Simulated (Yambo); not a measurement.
# PbS (Galena) (Fm-3m) in Yambo: a series of runs, part 2 of 3

Yambo 5.3.0. The steps go on from the part before.

## (3) Optical spectrum by the Bethe-Salpeter equation, PBE

bse12.in reads:

```
optics
bse
bss
rim_cut
em1s
RandQpts= 1000000
RandGvec= 50 RL
Chimod= "HARTREE"
% BndsRnXs
 1 | 25 |
%
NGsBlkXs= 3 Ry
% LongDrXs
 1 | 1 | 1 |
%
BSKmod= "SEX"
BSEmod= "retarded"
BSSmod= "d"
% BSEQptR
 1 | 1 |
%
% BSEBands
 8 | 12 |
%
BSENGexx= 10 Ry
BSENGBlk= 3 Ry
% BEnRange
 0 | 15 | eV
%
% BDmRange
 0.1 | 0.1 | eV
%
BEnSteps= 300
% BLongDir
 1 | 1 | 1 |
%
BSEprop= "abs"
WRbsWF
% KfnQP_E
 0.01 | 1.0 | 1.0 |
%
```

scf.in reads:

```
&CONTROL
  calculation = 'scf'
  prefix = 'pwscf'
  outdir = './tmp'
  pseudo_dir = './pseudo'
/
&SYSTEM
  ibrav = 0
  nat = 2
  ntyp = 2
  ecutwfc = 56
  nbnd = 16
  occupations = 'smearing'
  smearing = 'fd'
  degauss = 0.00367493
  force_symmorphic = .true.
/
&ELECTRONS
  conv_thr = 4d-10
  electron_maxstep = 120
  mixing_beta = 0.5
/
ATOMIC_SPECIES
Pb   207.2000 Pb.upf
S     32.0600 S.upf
CELL_PARAMETERS angstrom
   0.0000000000    2.9657500000    2.9657500000
   2.9657500000    0.0000000000    2.9657500000
   2.9657500000    2.9657500000    0.0000000000
ATOMIC_POSITIONS crystal
Pb     0.0000000000    0.0000000000    0.0000000000
S      0.5000000000    0.5000000000    0.5000000000
K_POINTS automatic
8 8 8 0 0 0
```

nscf.in reads:

```
&CONTROL
  calculation = 'nscf'
  prefix = 'pwscf'
  outdir = './tmp'
  pseudo_dir = './pseudo'
/
&SYSTEM
  ibrav = 0
  nat = 2
  ntyp = 2
  ecutwfc = 56
  nbnd = 110
  occupations = 'fixed'
  force_symmorphic = .true.
/
&ELECTRONS
  conv_thr = 1d-08
  diago_full_acc = .true.
  diago_thr_init = 1d-06
/
ATOMIC_SPECIES
Pb   207.2000 Pb.upf
S     32.0600 S.upf
CELL_PARAMETERS angstrom
   0.0000000000    2.9657500000    2.9657500000
   2.9657500000    0.0000000000    2.9657500000
   2.9657500000    2.9657500000    0.0000000000
ATOMIC_POSITIONS crystal
Pb     0.0000000000    0.0000000000    0.0000000000
S      0.5000000000    0.5000000000    0.5000000000
K_POINTS automatic
6 6 6 0 0 0
```

Potentials or basis: PseudoDojo 0.4.1 SR PBE standard.

Launch:

```bash
> OMP_NUM_THREADS=1 pw.x -in scf.in > scf.out
> OMP_NUM_THREADS=1 pw.x -in nscf.in > nscf.out
> cd tmp/pwscf.save; p2y; mv SAVE ../..; cd ../..
> OMP_NUM_THREADS=1 yambo
> mkdir -p bse12; ln -s $PWD/g0w00/ndb.RIM bse12/
> OMP_NUM_THREADS=1 yambo -F bse12.in -J bse12 -C bse12_out
> OMP_NUM_THREADS=1 ypp -J bse12 -C bse12_out -e s -b 1
```

Yambo's report:

```text
[... sections 02.01 to 02.04 as in the set-up run ...]

  [02.05] Energies & Occupations
  ==============================

  [X] === General ===
  [X] Electronic Temperature                        :  0.000000  0.000000 [eV K]
  [X] Bosonic    Temperature                        :  0.000000  0.000000 [eV K]
  [X] Finite Temperature mode                       : no
  [X] El. density                                   :  0.38335E+24 [cm-3]
  [X] Fermi Level                                   :  8.706674 [eV]

  [X] === Gaps and Widths ===
  [X] Conduction Band Min                           :  0.369532 [eV]
  [X] Valence Band Max                              :  0.000000 [eV]
  [X] Filled Bands                                  :  10
  [X] Empty Bands                                   :   11  110
  [X] Direct Gap                                    :  0.369532 [eV]
  [X] Direct Gap localized at k                     :   4
  [X] Indirect Gap                                  :  0.369532 [eV]
  [X] Indirect Gap between kpts                     :   4   4
  [X] Last valence band width                       :  3.435637 [eV]
  [X] 1st conduction band width                     :  4.841437 [eV]

 [03] Transferred momenta grid and indexing
 ==========================================

 [BZ sampling] Q-grid is User defined and/or read from the database

 IBZ Q-points                                      :  16
 BZ  Q-points                                      :  216

 K/Q-points units:
 rlu = crystal or reduced units; cc = cartesian coordinates; iku = interal k-units

 Q [ 1]         [rlu]:  0.000000  0.000000  0.000000
 Q [ 2]         [rlu]: -0.37512E-17 -0.37512E-17  0.16667
 Q [ 3]         [rlu]: -0.75025E-17 -0.75025E-17  0.33333
 Q [ 4]         [rlu]: -0.86205E-17 -0.86205E-17 -0.50000
 Q [ 5]         [rlu]: -0.68547E-17  0.16667      0.16667
 Q [ 6]         [rlu]:  0.86274E-17  0.16667      0.33333
 Q [ 7]         [rlu]:  0.20253E-16  0.16667      0.50000
 Q [ 8]         [rlu]: -0.86205E-17  0.16667     -0.33333
 Q [ 9]         [rlu]:  0.35258E-16  0.16667     -0.16667
 Q [10]         [rlu]: -0.13709E-16  0.33333      0.33333
 Q [11]         [rlu]: -0.53266E-16  0.33333      0.50000
 Q [12]         [rlu]:  0.70516E-16  0.33333     -0.33333
 Q [13]         [rlu]: -0.16572E-16 -0.50000     -0.50000
 Q [14]         [rlu]:  0.166667  0.333333  0.500000
 Q [15]         [rlu]:  0.166667  0.333333 -0.333333
 Q [16]         [rlu]:  0.166667 -0.500000 -0.333333

  [03.01] X + BSE indexes
  =======================

   [03.01.01] Sigma indexes
   ========================

   [WR./SAVE//ndb.kindx]-----------------------------------------------------------
    Fragmentation                                    : no
    Polarization last K ( bz)                        :  216
    Polarization last K (ibz)                        :  16
    QP states                                        :   1  16
    X grid is uniform                                : yes
    Grids (string)                                   :  X B S
    Grids (int-vector)                               :  1  1  0  1

 [04] Coloumb potential Random Integration (RIM)
 ===============================================

 Summary of Coulomb integrals for non-metallic bands |Q|[au] RIM/Bare

 Q [1] 0.100000E-4 0.995988 * Q [2] 0.161818 1.066317
 Q [5] 0.186851 1.064810 * Q [9] 0.264247 1.027419
 Q [6] 0.309857 1.020453 * Q [3] 0.323635 1.018057
 Q [10] 0.373702 1.014680 * Q [8] 0.407232 1.012199
 Q [14] 0.417811 1.011664 * Q [7] 0.457689 1.009872
 Q [11] 0.485453 1.009074 * Q [4] 0.485453 1.009027
 Q [12] 0.528494 1.007860 * Q [15] 0.552712 1.007325
 Q [13] 0.560553 1.007324 * Q [16] 0.590874 1.006669

[... 181 lines left out ...]

 [08] Bethe Salpeter Equation driver
 ===================================

  [08.01] Bethe Salpeter Equation @q1
  ===================================

   [08.01.01] Transition pre-analysis @q1
   ======================================

   [08.01.02] Transition Groups build-up @q1
   =========================================

   [BSK] Transition groups (total):  16
   [BSK] Size (resonant):  1296
   [BSK]         (total):  1296
   [BSK] N. of matrices :  1

   [08.01.03] Loading Dipoles @q1
   ==============================

   [08.01.04] Independent Particles properties @q1
   ===============================================

   [08.01.05] BSE Kernel @q1 (Resonant CORRRELATION EXCHANGE)
   ==========================================================

   [BSE] Exchange components :  181
   [BSE] Correlation components :    51   331

    [08.01.05.01] Screened interaction header I/O
    =============================================

    [08.01.05.02] Main kernel loop
    ==============================

    [WR./bse12//ndb.BS_Q1_CPU_0]----------------------------------------------------
     Brillouin Zone Q/K grids (IBZ/BZ)                :   16  216   16  216
     RL vectors                                       :   3287 [WF]
     Coulomb cutoff potential                         : none
     Parallel CPUs
     Parallel Roles
     Fragmentation                                    : no
     BS kernel          wavefunctions                 : Perdew, Burke & Ernzerhof(X)+Perdew, Burke & Ernzerhof(C)
     Static diel. fun.  energies                      : Perdew, Burke & Ernzerhof(X)+Perdew, Burke & Ernzerhof(C)
     wavefunctions                                    : Perdew, Burke & Ernzerhof(X)+Perdew, Burke & Ernzerhof(C)
     [K] Identifier                                   :   9945
     [K] Dimension                                    :  1296
     [K] Bands                                        :   8  12
     [K] Exchange                                     : yes [res]
     [K] Correlation                                  : yes [res]
     [K] Kernel`s coupling                            : no
     [K] Exchange                                     : no [cpl]
     [K] Correlation                                  : no [cpl]
     [K] W interaction is bare                        : no
     [K] ALDA kernel in R-space                       : no
     [K] RL vectors                                   :  181 [exchange]
     [K] RL vectors                                   :   51 [correlation]
     [K] E/h energy range                             : -1.000000 -1.000000 [eV]
     [K] Coupling range                               :  100.0000  100.0000 [o/o]
     [W] Interaction is diagonal                      : no
     [W] Matrix size                                  :   51
     [W] Bands                                        :   1  25
     [W] e/h energy range                             : -1.000000 -1.000000 [eV]
     [W] Poles                                        :  100.0000 [o/o]
     [W] RL vectors in the sum                        :   3287
     [W] [r,Vnl] included                             : yes
     [W] Field direction                              :  0.577350E-5  0.577350E-5  0.577350E-5
     [W] Coulomb Cutoff                               : none
     [W] Hxc Kernel                                   : HARTREE
     [RIM] RL components                              :   51 [col]
     [RIM] Random points                              :  1000000 [col]
     [SOC] Perturbative SOC                           : no
     [K] Kernel long-range exchange                   : BAR

    [08.01.05.03] Wave-Function Phases
    ==================================

    [BSE] WF phases found       :  64.94792 [o/o]

   [08.01.06] BSE solver(s) @q1
   ============================

   [08.01.07] Diago Solver @q1
   ===========================

   [WR./bse12//ndb.BS_diago_Q1]----------------------------------------------------
    BS kernel          energies                      : Perdew, Burke & Ernzerhof(X)+Perdew, Burke & Ernzerhof(C)+ user defined corrections @E
    [K] Identifier                                   :   9945
    [K] Dimension                                    :  1296
    [K] Bands                                        :   8  12
    [K] Exchange                                     : yes [res]
    [K] Correlation                                  : yes [res]
    [K] Kernel`s coupling                            : no
    [K] Exchange                                     : no [cpl]
    [K] Correlation                                  : no [cpl]
    [K] W interaction is bare                        : no
    [K] ALDA kernel in R-space                       : no
    [K] RL vectors                                   :  181 [exchange]
    [K] RL vectors                                   :   51 [correlation]
    [K] E/h energy range                             : -1.000000 -1.000000 [eV]
    [K] Coupling range                               :  100.0000  100.0000 [o/o]
    [W] Interaction is diagonal                      : no
    [W] Matrix size                                  :   51
    [W] Bands                                        :   1  25
    [W] e/h energy range                             : -1.000000 -1.000000 [eV]
    [W] Poles                                        :  100.0000 [o/o]
    [W] RL vectors in the sum                        :   3287
    [W] [r,Vnl] included                             : yes
    [W] Field direction                              :  0.577350E-5  0.577350E-5  0.577350E-5
    [W] Coulomb Cutoff                               : none
    [W] Hxc Kernel                                   : HARTREE
    [RIM] RL components                              :   51 [col]
    [RIM] Random points                              :  1000000 [col]
    [SOC] Perturbative SOC                           : no
    [K] Kernel long-range exchange                   : BAR
    [BSS] Eigenstates included                       : yes
    [BSS] Field direction                            :  0.577350E-5  0.577350E-5  0.577350E-5
    [BSS] Eigenstates computed                       :  1296
    [BSS] Number of BSE matrices                     :  1
```

Wall time 3 min (1 thread of Arm Neoverse V1, shared host); peak memory 0.29 GiB.

What came out:

```yaml
Band_gap_on_the_k_mesh_mean-field_level: 0.37 eV, direct
Exciton_binding_energy: 0.05 eV
Lowest_exciton_energy: 0.33 eV
Lowest_bright_exciton_energy: 0.34 eV
```

Dielectric function (along the field direction of the input):
| energy (eV) | real part | imaginary part |
| --- | --- | --- |
| 0.25 | 35.78 | 17.85 |
| 0.75 | 11.53 | 1.89 |
| 1.25 | 18.05 | 1.50 |
| 1.76 | 33.00 | 14.46 |
| 2.26 | 12.56 | 8.79 |
| 2.76 | 26.09 | 64.89 |
| 3.26 | -7.14 | 18.41 |
| 3.76 | -9.94 | 7.92 |
| 4.31 | -7.05 | 6.14 |
| 4.82 | -3.93 | 2.46 |
| 5.32 | -5.66 | 3.53 |
| 5.82 | -2.67 | 1.11 |
| 6.32 | -1.85 | 2.30 |
| 6.82 | -2.91 | 2.46 |
| 7.32 | -2.22 | 2.04 |
| 7.88 | -2.04 | 0.55 |
| 8.38 | -1.69 | 0.24 |
| 8.88 | -1.10 | 0.08 |
| 9.38 | -0.77 | 0.05 |
| 9.88 | -0.54 | 0.04 |
| 10.38 | -0.35 | 0.03 |
| 10.89 | -0.20 | 0.03 |
| 11.44 | -0.07 | 0.02 |
| 11.94 | 0.03 | 0.02 |
| 12.44 | 0.12 | 0.02 |
| 12.94 | 0.19 | 0.01 |
| 13.44 | 0.26 | 0.01 |
| 13.95 | 0.32 | 0.01 |
| 14.45 | 0.37 | 0.01 |
| 15.00 | 0.42 | 0.01 |

Lowest exciton energies (eV): 0.33, 0.34, 0.34, 0.34, 1.86, 1.86, 1.86, 1.86

Excitons:
| energy (eV) | strength (relative to the strongest) |
| --- | --- |
| 0.332 | 2.6e-09 |
| 0.336 | 0.27 |
| 0.336 | 0.27 |
| 0.336 | 0.27 |
| 1.860 | 0.07 |
| 1.860 | 0.085 |
| 1.861 | 0.17 |
| 1.863 | 0.085 |
| 1.863 | 0.14 |
| 1.863 | 0.0042 |
| 1.867 | 3.1e-10 |
| 1.867 | 1.9e-08 |

Caveat: the scissor is the correction of the direct gap in an earlier G0W0 run on the same states; exciton energies and binding change strongly with the k mesh and aren't converged on this one; spectra need much finer meshes, so this one isn't converged; spin-orbit coupling is left out, which as a rule narrows the gap of such compounds by several tenths of an eV. A k mesh can miss the band edges.

## (4) Energy-loss spectrum, PBE

eels13.in reads:

```
optics
chi
Chimod= "HARTREE"
% BndsRnXd
 1 | 25 |
%
NGsBlkXd= 2 Ry
% LongDrXd
 1 | 1 | 1 |
%
% QpntsRXd
 3 | 3 |
%
% EnRngeXd
 0 | 30 | eV
%
% DmRngeXd
 0.2 | 0.2 | eV
%
ETStpsXd= 200
```

scf.in is that of step 3.

nscf.in is that of step 3.

Potentials or basis: PseudoDojo 0.4.1 SR PBE standard.

Launch:

```bash
> OMP_NUM_THREADS=1 pw.x -in scf.in > scf.out
> OMP_NUM_THREADS=1 pw.x -in nscf.in > nscf.out
> cd tmp/pwscf.save; p2y; mv SAVE ../..; cd ../..
> OMP_NUM_THREADS=1 yambo
> OMP_NUM_THREADS=1 yambo -F eels13.in -J eels13 -C eels13_out
```

Yambo's report:

```text
[... sections 02.01 to 02.04 as in the set-up run ...]

  [02.05] Energies & Occupations
  ==============================

  [X] === General ===
  [X] Electronic Temperature                        :  0.000000  0.000000 [eV K]
  [X] Bosonic    Temperature                        :  0.000000  0.000000 [eV K]
  [X] Finite Temperature mode                       : no
  [X] El. density                                   :  0.38335E+24 [cm-3]
  [X] Fermi Level                                   :  8.706674 [eV]

  [X] === Gaps and Widths ===
  [X] Conduction Band Min                           :  0.369532 [eV]
  [X] Valence Band Max                              :  0.000000 [eV]
  [X] Filled Bands                                  :  10
  [X] Empty Bands                                   :   11  110
  [X] Direct Gap                                    :  0.369532 [eV]
  [X] Direct Gap localized at k                     :   4
  [X] Indirect Gap                                  :  0.369532 [eV]
  [X] Indirect Gap between kpts                     :   4   4
  [X] Last valence band width                       :  3.435637 [eV]
  [X] 1st conduction band width                     :  4.841437 [eV]

 [03] Transferred momenta grid and indexing
 ==========================================

 IBZ Q-points                                      :  16
 BZ  Q-points                                      :  216

 K/Q-points units:
 rlu = crystal or reduced units; cc = cartesian coordinates; iku = interal k-units

 Q [ 1]         [rlu]:  0.000000  0.000000  0.000000
 Q [ 2]         [rlu]: -0.37512E-17 -0.37512E-17  0.16667
 Q [ 3]         [rlu]: -0.75025E-17 -0.75025E-17  0.33333
 Q [ 4]         [rlu]: -0.86205E-17 -0.86205E-17 -0.50000
 Q [ 5]         [rlu]: -0.68547E-17  0.16667      0.16667
 Q [ 6]         [rlu]:  0.86274E-17  0.16667      0.33333
 Q [ 7]         [rlu]:  0.20253E-16  0.16667      0.50000
 Q [ 8]         [rlu]: -0.86205E-17  0.16667     -0.33333
 Q [ 9]         [rlu]:  0.35258E-16  0.16667     -0.16667
 Q [10]         [rlu]: -0.13709E-16  0.33333      0.33333
 Q [11]         [rlu]: -0.53266E-16  0.33333      0.50000
 Q [12]         [rlu]:  0.70516E-16  0.33333     -0.33333
 Q [13]         [rlu]: -0.16572E-16 -0.50000     -0.50000
 Q [14]         [rlu]:  0.166667  0.333333  0.500000
 Q [15]         [rlu]:  0.166667  0.333333 -0.333333
 Q [16]         [rlu]:  0.166667 -0.500000 -0.333333

 [WARNING] [Xd] User bands 1-25 break level degeneracy

 [04] Optics
 ===========

 [WF-X loader] Normalization (few states)  min/max  :  0.96793E-17   1.0000

 [X-CG] R(p) Tot o/o(of R):    6052   32400     100
```

o-eels13.eel_q3_inv_rpa_dyson:

```text
# Electron Energy Loss @ Q(3):  0.166666667     0.166666667    -0.166666667    [iku]
#
# [ X ] Hartree size                              :  27
# [GEN] GF Energies                               : Perdew, Burke & Ernzerhof(X)+Perdew, Burke & Ernzerhof(C)
# [GEN] Green`s Function                          : T-ordered
#
#    E[1] [eV]          Im(eel)            Re(eel)            Im(eel_o)          Re(eel_o)
#
        0.000000           0.004970          -0.171080           0.004884          -0.152526
        0.150754           0.004981          -0.170956           0.004894          -0.152405
        0.301508           0.005013          -0.170581           0.004924          -0.152044
        0.452261           0.005068          -0.169954           0.004975          -0.151438
        0.603015           0.005148          -0.169067           0.005049          -0.150582
        0.753769           0.005255          -0.167912           0.005149          -0.149468
[... 192 lines left out ...]
        29.84925           0.378757          -1.446206           0.365986          -1.499395
        30.00000           0.318381          -1.430233           0.319065          -1.456976
#
```

Wall time 76 s (1 thread of Arm Neoverse V1, shared host); peak memory 0.29 GiB.

Results:

```
Band gap on the k mesh, mean-field level : 0.37 eV, direct
Peak of the energy-loss function         : 23.1 eV
```

Energy-loss function at q = [0.0, 0.0, 0.33333] (reciprocal lattice):
```
energy (eV)   loss
        0.0  0.005
        1.4  0.006
        2.6  0.019
        3.9  0.044
        5.3  0.062
        6.5  0.126
        7.8  0.267
        9.2  0.830
       10.4  0.552
       11.8  0.509
       13.1  0.644
       14.3  1.051
       15.7  1.012
       16.9  1.040
       18.2  0.795
       19.6  0.905
       20.8  0.698
       22.2  1.080
       23.5  1.199
       24.7  1.409
       26.1  0.625
       27.4  0.495
       28.6  0.755
       30.0  0.318
```

Caveat: loss spectra need finer meshes, so the fine structure isn't converged; spin-orbit coupling is left out, which as a rule narrows the gap of such compounds by several tenths of an eV.

(Part 2 of 3 ends here.)
